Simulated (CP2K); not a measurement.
# HgTe (Coloradoite) (F-43m) in CP2K: notebook

One crystal, HgTe (Coloradoite), is run at these levels: PBE; tasks: band structure.

Everything below comes from runs of CP2K 2026.2. Logs are shortened: lines on timing, memory, paths and dates and some standing lists are left out, and cuts for length are marked.

### Step 1. The crystal as given

The structure is cubic, space group F-43m (No. 216). The conventional cell has a = 6.429 Å, b = 6.429 Å, c = 6.429 Å, α = 90.00°, β = 90.00°, γ = 90.00°. Hg (site symmetry -43m) has 4 Te at 2.78 Å as nearest neighbours. Te (site symmetry -43m) is surrounded by 4 Hg at 2.78 Å.

### Step 2. Band structure, PBE

File hgte_bands.inp:

```
&GLOBAL
  PROJECT hgte_bands
  RUN_TYPE ENERGY_FORCE
  PRINT_LEVEL LOW
&END GLOBAL
&FORCE_EVAL
  METHOD QS
  STRESS_TENSOR ANALYTICAL
  &DFT
    BASIS_SET_FILE_NAME BASIS_MOLOPT_UZH
    POTENTIAL_FILE_NAME POTENTIAL_UZH
    &MGRID
      CUTOFF 450
      REL_CUTOFF 60
      NGRIDS 4
    &END MGRID
    &QS
      METHOD GPW
      EPS_DEFAULT 1.0E-10
    &END QS
    &KPOINTS
      SCHEME MONKHORST-PACK 7 7 7
      GAMMA_CENTERED T
      SYMMETRY T
      SYMMETRY_BACKEND SPGLIB
    &END KPOINTS
    &SCF
      SCF_GUESS ATOMIC
      EPS_SCF 1.0E-6
      MAX_SCF 100
      ADDED_MOS 10
      CHOLESKY OFF
      EPS_EIGVAL 1.0E-7
      &DIAGONALIZATION ON
        ALGORITHM STANDARD
      &END DIAGONALIZATION
      &MIXING ON
        METHOD BROYDEN_MIXING
        ALPHA 0.4
        BETA 1.5
        NBUFFER 8
      &END MIXING
      &SMEAR ON
        METHOD FERMI_DIRAC
        ELECTRONIC_TEMPERATURE 580.23
      &END SMEAR
    &END SCF
    &XC
      &XC_FUNCTIONAL
        &GGA_X_PBE
        &END GGA_X_PBE
        &GGA_C_PBE
        &END GGA_C_PBE
      &END XC_FUNCTIONAL
    &END XC
    &PRINT
      &KPOINTS ON
      &END KPOINTS
      &MULLIKEN ON
      &END MULLIKEN
      &MO ON
        ENERGIES T
        OCCUPATION_NUMBERS T
        &EACH
          QS_SCF 0
        &END EACH
        ADD_LAST NUMERIC
      &END MO
      &BAND_STRUCTURE
        FILE_NAME bands.bs
        ADDED_MOS 6
        &KPOINT_SET
          UNITS B_VECTOR
          NPOINTS 6
          SPECIAL_POINT GAMMA 0.00000000 0.00000000 0.00000000
          SPECIAL_POINT X 0.50000000 0.00000000 0.50000000
          SPECIAL_POINT W 0.50000000 0.25000000 0.75000000
          SPECIAL_POINT K 0.37500000 0.37500000 0.75000000
          SPECIAL_POINT GAMMA 0.00000000 0.00000000 0.00000000
          SPECIAL_POINT L 0.50000000 0.50000000 0.50000000
          SPECIAL_POINT U 0.62500000 0.25000000 0.62500000
          SPECIAL_POINT W 0.50000000 0.25000000 0.75000000
          SPECIAL_POINT L 0.50000000 0.50000000 0.50000000
          SPECIAL_POINT K 0.37500000 0.37500000 0.75000000
        &END KPOINT_SET
        &KPOINT_SET
          UNITS B_VECTOR
          NPOINTS 6
          SPECIAL_POINT U 0.62500000 0.25000000 0.62500000
          SPECIAL_POINT X 0.50000000 0.00000000 0.50000000
        &END KPOINT_SET
      &END BAND_STRUCTURE
    &END PRINT
  &END DFT
  &SUBSYS
    &CELL
      ABC 4.5459894962 4.5459894962 4.5459894962
      ALPHA_BETA_GAMMA 60.0000000000 60.0000000002 60.0000000003
      PERIODIC XYZ
    &END CELL
    &COORD
      SCALED
      Hg  0.0000000000 0.0000000000 0.0000000000
      Te  0.7500000000 0.7500000000 0.7500000000
    &END COORD
    &KIND Hg
      BASIS_SET DZVP-MOLOPT-PBE-GTH-q12
      POTENTIAL GTH-PBE-q12
    &END KIND
    &KIND Te
      BASIS_SET DZVP-MOLOPT-PBE-GTH-q6
      POTENTIAL GTH-PBE-q6
    &END KIND
    &PRINT
      &ATOMIC_COORDINATES ON
      &END ATOMIC_COORDINATES
      &CELL ON
      &END CELL
    &END PRINT
  &END SUBSYS
  &PRINT
    &FORCES ON
    &END FORCES
    &STRESS_TENSOR ON
    &END STRESS_TENSOR
  &END PRINT
&END FORCE_EVAL
```

Potentials or basis: POTENTIAL_UZH Hg GTH-PBE-q12, Te GTH-PBE-q6; DZVP-MOLOPT-PBE-GTH basis.

Command:

```
OMP_NUM_THREADS=1 cp2k.psmp -i hgte_bands.inp -o hgte_bands.out
```

hgte_bands.out:

```text

 CP2K| version string:                                       CP2K version 2026.2
 CP2K| Input file name                                            hgte_bands.inp

 GLOBAL| Force Environment number                                              1
 GLOBAL| Basis set file name                                    BASIS_MOLOPT_UZH
 GLOBAL| Potential file name                                       POTENTIAL_UZH
 GLOBAL| MM Potential file name                                     MM_POTENTIAL
 GLOBAL| Coordinate file name                                      __STD_INPUT__
 GLOBAL| Method name                                                        CP2K
 GLOBAL| Project name                                                 hgte_bands
 GLOBAL| Run type                                                   ENERGY_FORCE
 GLOBAL| FFT library                                                       FFTW3
[... 6 lines left out ...]
 GLOBAL| Total number of message passing processes                             1
 GLOBAL| Number of threads for this process                                    1
 GLOBAL| CPU model name                                                  UNKNOWN

 CELL| Volume [angstrom^3]:                                            66.430923
 CELL| Vector a [angstrom]:       4.546     0.000     0.000   |a| =     4.545989
 CELL| Vector b [angstrom]:       2.273     3.937     0.000   |b| =     4.545989
 CELL| Vector c [angstrom]:       2.273     1.312     3.712   |c| =     4.545989
 CELL| Angle (b,c), alpha [degree]:                                    60.000000
 CELL| Angle (a,c), beta  [degree]:                                    60.000000
 CELL| Angle (a,b), gamma [degree]:                                    60.000000
 CELL| Numerically orthorhombic:                                              NO
 CELL| Periodicity                                                           XYZ

 CELL_REF| Volume [angstrom^3]:                                        66.430923
 CELL_REF| Vector a [angstrom     4.546     0.000     0.000   |a| =     4.545989
 CELL_REF| Vector b [angstrom     2.273     3.937     0.000   |b| =     4.545989
 CELL_REF| Vector c [angstrom     2.273     1.312     3.712   |c| =     4.545989
 CELL_REF| Angle (b,c), alpha [degree]:                                60.000000
 CELL_REF| Angle (a,c), beta  [degree]:                                60.000000
 CELL_REF| Angle (a,b), gamma [degree]:                                60.000000
 CELL_REF| Numerically orthorhombic:                                          NO
 CELL_REF| Periodicity                                                       XYZ
[... 12 lines left out ...]
                             - Atoms:                                          2
                             - Shell sets:                                     2
                             - Shells:                                        12
                             - Primitive Cartesian functions:                 10
                             - Cartesian basis functions:                     44
                             - Spherical basis functions:                     38

  Maximum angular momentum of- Orbital basis functions:                        3
                             - Local part of the GTH pseudopotential:          0
                             - Non-local part of the GTH pseudopotential:      4
[... 105 lines left out ...]
  Core Hamiltonian energy:                                     25.57942103672717
  Hartree energy:                                              21.86284944599617
  Exchange-correlation energy:                                 -7.79405803827657
  Electronic entropic energy:                                  -0.00002489089290
  Fermi energy:                                                 0.16181408330519

  Total energy:                                               -49.27670302605873
  Total energy (extrapolated to T->0):                        -49.27669058061228

 MO| EIGENVALUES AND OCCUPATION NUMBERS FOR K POINT 1
 MO|
 MO|  Index      Eigenvalue [a.u.]        Eigenvalue [eV]             Occupation
 MO|      1              -0.264519              -7.197920               2.000000
 MO|      2              -0.109216              -2.971907               2.000000
 MO|      3              -0.109216              -2.971905               2.000000
 MO|      4              -0.092246              -2.510152               2.000000
 MO|      5              -0.092246              -2.510152               2.000000
 MO|      6              -0.087909              -2.392139               2.000000
[... 342 lines left out ...]
 MO|     18               0.836047              22.749985               0.000000
 MO|     19               0.836047              22.750000               0.000000
 MO| Sum:                                                              17.999998
 MO| E(Fermi):            0.161814 a.u.          4.403185 eV

 [... the levels of further k-points ...]

 !-----------------------------------------------------------------------------!
                     Mulliken Population Analysis

 #  Atom  Element  Kind  Atomic population                           Net charge
       1     Hg       1         12.164784                             -0.164784
       2     Te       2          5.835216                              0.164784
 # Total charge                             18.000000                 -0.000000

 !-----------------------------------------------------------------------------!

 KPOINTS| Band Structure Calculation
 KPOINTS| Number of k-point sets                                               2
 KPOINTS| Number of added MOs/bands                                            6
 KPOINTS| Number of k-points in set    1                                      55
 KPOINTS| In units of b-vector [2pi/Bohr]
 KPOINTS| Special point     1       GAMMA     0.000000     0.000000     0.000000
 KPOINTS| Special point     2           X     0.500000     0.000000     0.500000
 KPOINTS| Special point     3           W     0.500000     0.250000     0.750000
 KPOINTS| Special point     4           K     0.375000     0.375000     0.750000
 KPOINTS| Special point     5       GAMMA     0.000000     0.000000     0.000000
 KPOINTS| Special point     6           L     0.500000     0.500000     0.500000
 KPOINTS| Special point     7           U     0.625000     0.250000     0.625000
 KPOINTS| Special point     8           W     0.500000     0.250000     0.750000
 KPOINTS| Special point     9           L     0.500000     0.500000     0.500000
 KPOINTS| Special point    10           K     0.375000     0.375000     0.750000
 KPOINTS| Number of k-points in set    2                                       7
 KPOINTS| In units of b-vector [2pi/Bohr]
 KPOINTS| Special point     1           U     0.625000     0.250000     0.625000
 KPOINTS| Special point     2           X     0.500000     0.000000     0.500000

 ENERGY| Total FORCE_EVAL ( QS ) energy [hartree]            -49.276703000221417

 FORCES| Atomic forces [hartree/bohr]
 FORCES|   Atom     x               y               z               |f|
 FORCES|      1  3.48652385E-09 -8.82331820E-09 -1.79048542E-09   9.65466885E-09
 FORCES|      2 -3.43862936E-09  8.85124899E-09  1.81000447E-09   9.66669006E-09
 FORCES| Sum     4.78944912E-11  2.79307916E-11  1.95190475E-11
 FORCES| Total atomic force                                       5.87792873E-11

 STRESS| Analytical stress tensor [bar]
 STRESS|                        x                   y                   z
 STRESS|      x        5.43055967462E+04   5.66464320597E-03   1.00129520799E-02
 STRESS|      y        5.66464320597E-03   5.43056549818E+04  -2.95604670262E-02
 STRESS|      z        1.00129520799E-02  -2.95604670262E-02   5.43056013579E+04
 STRESS| 1/3 Trace                                             5.43056176953E+04
 STRESS| Determinant                                           1.60152703296E+14

 STRESS| Eigenvectors and eigenvalues of the analytical stress tensor [bar]
 STRESS|                        1                   2                   3
 STRESS| Eigenvalues   5.43055802890E+04   5.43056047003E+04   5.43056680966E+04
 STRESS|      x           0.571411824683      0.820505335958      0.016109633036
 STRESS|      y          -0.339098506119      0.218186247295      0.915099428827
 STRESS|      z          -0.747329063907      0.528361386889     -0.402906335374
```

Run time: 24 s. Hardware: 1 thread of Arm Neoverse V1, shared host; peak memory 0.3 GiB.

Results:

- Free energy: -1340.8873 eV
- Pressure: 5.4 GPa
- Band gap on the k mesh: none (metal or under the smearing width)
- Mulliken charges: Hg -0.16; Te +0.16 e

Levels at the corners of the path, in eV from the Fermi level:
```csv
point,band 7,band 8,band 9,band 10,band 11,band 12
Γ,-0.67,-0.04,-0.04,-0.04,4.20,4.20
X,-5.58,-2.42,-2.42,1.96,2.37,9.35
W,-5.68,-2.84,-2.70,3.24,4.73,5.35
K,-5.62,-3.09,-2.02,2.26,4.07,7.61
Γ,-0.67,-0.04,-0.04,-0.04,4.20,4.20
L,-5.68,-1.08,-1.08,0.68,5.18,5.18
U,-5.62,-3.09,-2.02,2.26,4.07,7.61
W,-5.68,-2.84,-2.70,3.24,4.73,5.35
L,-5.68,-1.08,-1.08,0.68,5.18,5.18
K,-5.62,-3.09,-2.02,2.26,4.07,7.61
U,-5.62,-3.09,-2.02,2.26,4.07,7.61
X,-5.58,-2.42,-2.42,1.96,2.37,9.35
```

Caveat: Mulliken charges move with the basis; spin-orbit coupling is left out, which moves the levels of the heavy elements; the basis of atomic orbitals isn't converged, which shifts pressures, moduli and gaps.

### Step 3. Band structure, PBE

Changes to hgte_bands.inp since step 2:

```diff
@@ -9,3 +9,3 @@
   &DFT
-    BASIS_SET_FILE_NAME BASIS_MOLOPT_UZH
+    BASIS_SET_FILE_NAME BASIS_ccGRB_UZH
     POTENTIAL_FILE_NAME POTENTIAL_UZH
@@ -106,3 +106,3 @@
     &KIND Hg
-      BASIS_SET DZVP-MOLOPT-PBE-GTH-q12
+      BASIS_SET ccGRB-D-q12
       POTENTIAL GTH-PBE-q12
@@ -110,3 +110,3 @@
     &KIND Te
-      BASIS_SET DZVP-MOLOPT-PBE-GTH-q6
+      BASIS_SET ccGRB-D-q6
       POTENTIAL GTH-PBE-q6
```

Potentials or basis: POTENTIAL_UZH Hg GTH-PBE-q12, Te GTH-PBE-q6; ccGRB-D basis.

Command:

```
OMP_NUM_THREADS=1 cp2k.psmp -i hgte_bands.inp -o hgte_bands.out
```

Run time: 17 s. Hardware: 1 thread of Arm Neoverse V1, shared host; peak memory 0.29 GiB.

Results (log left out):

| Quantity | Value |
| --- | --- |
| Free energy | -1340.1245 eV |
| Pressure | 7.0 GPa |
| Band gap on the k mesh | none (metal or under the smearing width) |
| Mulliken charges | Hg -0.36; Te +0.36 e |

Levels at the corners of the path, in eV from the Fermi level:
```tsv
point	band 6	band 7	band 8	band 9	band 10	band 11	band 12	band 13
Γ	-6.78	-0.43	-0.04	-0.04	-0.04	4.47	4.47	4.47
X	-6.30	-5.51	-2.37	-2.37	1.97	2.64	9.28	9.28
W	-6.13	-5.63	-2.76	-2.65	3.21	4.64	5.96	6.32
K	-6.22	-5.56	-3.01	-1.98	2.36	4.13	7.34	7.50
Γ	-6.78	-0.43	-0.04	-0.04	-0.04	4.47	4.47	4.47
L	-6.46	-5.60	-1.06	-1.06	0.80	5.27	5.27	7.02
U	-6.22	-5.56	-3.01	-1.98	2.36	4.13	7.34	7.50
W	-6.13	-5.63	-2.76	-2.65	3.21	4.64	5.96	6.32
L	-6.46	-5.60	-1.06	-1.06	0.80	5.27	5.27	7.02
K	-6.22	-5.56	-3.01	-1.98	2.36	4.13	7.34	7.50
U	-6.22	-5.56	-3.01	-1.98	2.36	4.13	7.34	7.50
X	-6.30	-5.51	-2.37	-2.37	1.97	2.64	9.28	9.28
```

Caveat: Mulliken charges move with the basis; spin-orbit coupling is left out, which moves the levels of the heavy elements; the basis of atomic orbitals isn't converged, which shifts pressures, moduli and gaps.

### Step 4. Band structure, PBE

Changes to hgte_bands.inp since step 3:

```diff
@@ -9,4 +9,4 @@
   &DFT
-    BASIS_SET_FILE_NAME BASIS_ccGRB_UZH
-    POTENTIAL_FILE_NAME POTENTIAL_UZH
+    BASIS_SET_FILE_NAME BASIS_MOLOPT_UCL
+    POTENTIAL_FILE_NAME GTH_POTENTIALS
     &MGRID
@@ -106,3 +106,3 @@
     &KIND Hg
-      BASIS_SET ccGRB-D-q12
+      BASIS_SET TZVP-MOLOPT-SR-GTH-q12
       POTENTIAL GTH-PBE-q12
@@ -110,3 +110,3 @@
     &KIND Te
-      BASIS_SET ccGRB-D-q6
+      BASIS_SET TZVP-MOLOPT-SR-GTH-q6
       POTENTIAL GTH-PBE-q6
```

Potentials or basis: GTH_POTENTIALS Hg GTH-PBE-q12, Te GTH-PBE-q6; TZVP-MOLOPT-SR-GTH basis.

Command:

```
OMP_NUM_THREADS=1 cp2k.psmp -i hgte_bands.inp -o hgte_bands.out
```

It took 27 s on 1 thread of Arm Neoverse V1, shared host; peak memory 0.3 GiB.

The run converged. Its results:

```yaml
Free_energy: -1341.3821 eV
Pressure: 5.4 GPa
Band_gap_on_the_k_mesh: none (metal or under the smearing width)
Mulliken_charges: Hg -0.03; Te +0.03 e
```

Levels at the corners of the path, in eV from the Fermi level:
```csv
point,band 5,band 6,band 7,band 8,band 9,band 10,band 11,band 12,band 13,band 14
Γ,-6.95,-6.95,-0.72,-0.04,-0.04,-0.04,4.17,4.17,4.17,8.20
X,-6.87,-6.47,-5.57,-2.39,-2.39,1.87,2.43,8.39,9.14,9.14
W,-6.98,-6.29,-5.67,-2.81,-2.67,3.14,4.65,5.35,6.26,9.72
K,-6.91,-6.38,-5.61,-3.06,-2.00,2.22,4.02,7.21,7.36,7.88
Γ,-6.95,-6.95,-0.72,-0.04,-0.04,-0.04,4.17,4.17,4.17,8.20
L,-6.92,-6.62,-5.65,-1.07,-1.07,0.67,5.04,5.04,7.13,8.70
U,-6.91,-6.38,-5.61,-3.06,-2.00,2.22,4.02,7.21,7.36,7.88
W,-6.98,-6.29,-5.67,-2.81,-2.67,3.14,4.65,5.35,6.26,9.72
L,-6.92,-6.62,-5.65,-1.07,-1.07,0.67,5.04,5.04,7.13,8.70
K,-6.91,-6.38,-5.61,-3.06,-2.00,2.22,4.02,7.21,7.36,7.88
U,-6.91,-6.38,-5.61,-3.06,-2.00,2.22,4.02,7.21,7.36,7.88
X,-6.87,-6.47,-5.57,-2.39,-2.39,1.87,2.43,8.39,9.14,9.14
```

Caveat: Mulliken charges move with the basis; spin-orbit coupling is left out, which moves the levels of the heavy elements; the basis of atomic orbitals isn't converged, which shifts pressures, moduli and gaps.

### Step 5. Summary

| potentials or basis | gap on the mesh (eV) | pressure (GPa) |
| --- | --- | --- |
| POTENTIAL_UZH Hg GTH-PBE-q12, Te GTH-PBE-q6; DZVP-MOLOPT-PBE-GTH basis | none | 5.4 |
| POTENTIAL_UZH Hg GTH-PBE-q12, Te GTH-PBE-q6; ccGRB-D basis | none | 7.0 |
| GTH_POTENTIALS Hg GTH-PBE-q12, Te GTH-PBE-q6; TZVP-MOLOPT-SR-GTH basis | none | 5.4 |

Alike in all rows: task band structure; level PBE; no spin polarisation; cell as given; k mesh 7 × 7 × 7; smearing fermi-dirac 0.05 eV.

Caveats: spin-orbit coupling is left out, which moves the levels of the heavy elements; the basis of atomic orbitals isn't converged, which shifts pressures, moduli and gaps.

Absolute energies hang on the potentials; compare differences alone.
